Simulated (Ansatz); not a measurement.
# Sn: the cost of one run

Method: DFT LDA, scalar-relativistic, plane waves, PAW, in Ansatz 0.2.0.

3 further runs of the same task are left out: 3 set aside as unsound or not needed.

## (1) The structure to begin with

Symmetry: I4/mmm, No. 139, tetragonal system. Conventional cell: a = 3.263 Å, b = 3.263 Å, c = 4.858 Å, α = 90.00°, β = 90.00°, γ = 90.00°. Sn (site symmetry 4/mmm) has 12 Sn at 3.26 to 3.35 Å as nearest neighbours.

Structure file:

```cif
data_structure
_symmetry_space_group_name_H-M 'I4/mmm'
_symmetry_Int_Tables_number 139
_cell_length_a 3.2627
_cell_length_b 3.2627
_cell_length_c 4.8580
_cell_angle_alpha 90.000
_cell_angle_beta 90.000
_cell_angle_gamma 90.000
_cell_volume 51.71
loop_
_atom_site_label
_atom_site_type_symbol
_atom_site_symmetry_multiplicity
_atom_site_Wyckoff_symbol
_atom_site_fract_x
_atom_site_fract_y
_atom_site_fract_z
_atom_site_occupancy
Sn1 Sn 2 a 0.00000 0.00000 0.00000 1
```

It is the result of an earlier relaxation at this level (volume 25.86 Å³/atom; gap on the mesh: none (metal)).

## (2) The reference run: elastic constants

input.yaml reads:

```yaml
crystal:
  lattice:
    - [-1.6313453157, 1.6313453157, 2.4290088677]
    - [1.6313453157, -1.6313453157, 2.4290088677]
    - [1.6313453157, 1.6313453157, -2.4290088677]
  atoms:
    - { symbol: Sn, position: [0.0, 0.0, 0.0] }
basis:
  ecutwfc: 420
kpoints:
  mp_grid: { grid: [20, 20, 20] }
hamiltonian:
  xc: lda
scf:
  occupations: { method: fermi_dirac, width: 0.15 }
output:
  forces: true
  stress: true
  eigenvalues: true
elastic:
  mode: relaxed_ion
  stencil: two_point
```

Started as:

```console
$ ansatz run input.yaml --threads 1 --pin off --max-ram 3072MiB --backend cpu --events-out ev --progress --plain --runs-dir out
```

**Question.** How long does this run take on 1 thread of Intel Xeon Platinum 8375C at 2.90GHz (Ice Lake), shared host, and how much memory does it need?

About 2.7 min, with a peak of 0.96 GiB.
